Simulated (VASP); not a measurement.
Wanted: the native input for a VASP 6.6.1 run.

* Task: single point
* Functional: PBE
* Potentials or basis: VASP PAW PBE potentials, release 64 (Ti_sv, Si)
* Cutoff: 520 eV
* k mesh: 7 × 7 × 7
* Occupations: fermi-dirac, width 0.05 eV
* Spin: no spin polarisation
* Further INCAR settings: ALGO = Normal; EDIFF = 1e-07; NBANDS = 29

The structure of TiSi2 lies in POSCAR:

```
TiSi2
1.0
    0.0000000000      4.1175163063      4.2628978354
    2.3895119538      0.0000000000      4.2628978354
    2.3895119538      4.1175163063      0.0000000000
Ti Si
2 4
Direct
    0.7298090000      0.7660080000      0.7545160000
    0.5098080000      0.4938000000      0.4881250000
    0.4119000000      0.0886290000      0.4012170000
    0.0879200000      0.4158410000      0.0890560000
    0.1552350000      0.8538540000      0.1646180000
    0.8526370000      0.1494690000      0.8275820000
```

The cell is a database's computed one.

The cell isn't the ideal one: atoms moved at random, drawn with an rms of 0.05 Å.

These files were run (other wordings do the same):

INCAR

```
SYSTEM = TiSi2
PREC = Accurate
ENCUT = 520
EDIFF = 1E-7
ISMEAR = -1
SIGMA = 0.05
LREAL = .FALSE.
LASPH = .TRUE.
NELM = 100
ALGO = Normal
ISIF = 2
LWAVE = .FALSE.
LCHARG = .FALSE.
GGA = PE
NBANDS = 29
```

KPOINTS

```
regular mesh
0
G
  7 7 7
  0 0 0
```

Potentials or basis: VASP PAW PBE potentials, release 64 (Ti_sv, Si).

Launch:

```console
$ cat potpaw_PBE.64/Ti_sv/POTCAR potpaw_PBE.64/Si/POTCAR > POTCAR
$ mpirun -np 1 vasp_std > vasp.out
```

It gave:

| Property | Result |
| --- | --- |
| Pressure | 2.6 GPa |
| Largest force | 1.097 eV/Å |
| Band gap on the k mesh | none (metal or under the smearing width) |

Run time: 10 min on 1 thread of Intel(R) Xeon(R) Platinum 8488C (Sapphire Rapids), on a shared host, peak memory 0.47 GiB.
